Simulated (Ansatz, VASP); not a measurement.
## One calculation of Eu, two programs

File POSCAR:

```
Eu
1.0
    0.0000000000      2.8260082505      2.8260082505
    2.8260082505      0.0000000000      2.8260082505
    2.8260082505      2.8260082505      0.0000000000
Eu
1
Direct
    0.0000000000      0.0000000000      0.0000000000
```

Contents of INCAR.step1:

```
PREC = Accurate
ENCUT = 520
ISMEAR = -1
SIGMA = 0.1
LREAL = False
LASPH = True
NELM = 150
ISPIN = 2
MAGMOM = 4.9
LMAXMIX = 6
NBANDS = 18
GGA = PE
ALGO = Normal
EDIFF = 1E-4
LWAVE = True
LCHARG = False
```

Contents of INCAR.step2:

```
PREC = Accurate
ENCUT = 520
EDIFF = 1E-6
ISMEAR = -1
SIGMA = 0.1
LREAL = False
LASPH = True
NELM = 150
ALGO = Normal
ISIF = 2
LWAVE = False
LCHARG = True
ISPIN = 2
MAGMOM = 4.9
LORBIT = 11
LMAXMIX = 6
METAGGA = R2SCAN
LMIXTAU = True
LELF = True
LVHAR = True
NBANDS = 18
ISTART = 1
```

File KPOINTS:

```
regular mesh
0
Gamma
  7 7 7
```

Input for Ansatz:

```yaml
crystal:
  lattice:
    - [0.0, 2.8260082504744166, 2.8260082504744166]
    - [2.8260082504744166, 0.0, 2.8260082504744166]
    - [2.8260082504744166, 2.8260082504744166, 0.0]
  atoms:
    - { symbol: Eu, position: [0.0, 0.0, 0.0], spin: 4.9 }
basis:
  ecutwfc: 600.0
kpoints:
  mp_grid:
    grid: [7, 7, 7]
hamiltonian:
  xc: r2scan
magnetization:
  spin_polarized: true
scf:
  occupations:
    method: fermi_dirac
    width: 0.1
output:
  stress: true
```

This isn't the form of Eu at room conditions, which is bcc.

Alike in both runs: task single point; functional r2SCAN; k mesh 7 × 7 × 7; occupations fermi-dirac, width 0.1 eV; collinear spin.

|  | VASP | Ansatz |
| --- | --- | --- |
| version | VASP 6.6.1 | Ansatz 0.2.0 |
| potentials or method | VASP PAW PBE potentials, release 64 (Eu) | plane waves, PAW |
| plane-wave cutoff (eV) | 520 | 600 |
| valence electrons in the cell | 17 | 17 |

VASP gave:

- pressure (GPa): -1.1
- net moment per atom (μB): 7.89
- size of the moment on the site where the two differ most (μB): 6.73

Which values does Ansatz return?

Pressure (GPa): -0.7; net moment per atom (μB): 7.91; size of the moment on the site where the two differ most (μB): 7.41.

Site moments also hang on the region over which each program counts them. Ansatz warned: «given_moment_on_shells».

Caveats: the PAW data sets were made with another functional, which shifts forces and pressure a little (VASP). The state reached can hang on the start; a lower one may exist.
